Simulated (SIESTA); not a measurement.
# MnS in SIESTA: the effect of functional

Crystal: MnS.

```
Mn S
1.0
     3.95358    0.00000    0.00000
    -1.97679    3.42390    0.00000
     0.00000    0.00000    6.34253
Mn S
2 2
Direct
  0.66667 0.33333 0.49884
  0.33333 0.66667 0.99884
  0.33333 0.66667 0.62615
  0.66667 0.33333 0.12615
```

The cell is a database's computed one.

Alike in all runs:

| Quantity | Value |
| --- | --- |
| Program | SIESTA 5.4.2 |
| Task | band structure |
| Basis | DZP (energy shift 0.003 Ry; two zetas on semicore shells) |
| Grid cutoff | 800 Ry |
| Energy shift | 0.003 Ry |
| k mesh | 8 × 8 × 4 |
| Occupations | fermi-dirac, width 0.05 eV |
| Spin | collinear spin, ferromagnetic start |
| Starting moments | [4.0, 4.0, 0.0, 0.0] μB |

| functional | potentials or basis | pressure (GPa) | moment (μB) | largest force (eV/Å) |
| --- | --- | --- | --- | --- |
| AM05 | PseudoDojo 0.4 standard (PBEsol files) | 0.3 | 9.82 | 0.28 |
| BLYP | PseudoDojo 0.4 standard (PBE files) | 6.2 | 9.76 | 0.32 |
| vdW-DF-cx | PseudoDojo 0.4 standard (PBE files) | ? | ? | ? |

**Question.** What does the run with functional vdW-DF-cx give?

**Answer.** Pressure 0.8 GPa; moment 9.82 μB; largest force 0.30 eV/Å.

Caveats: short orbitals over semicore shells can move pressures by several GPa; the potentials were made for another functional, which shifts forces and pressure; the basis of atomic orbitals isn't converged, which shifts pressures, moduli and gaps; only a ferromagnetic start was run, and an antiferromagnetic order may lie lower in energy.
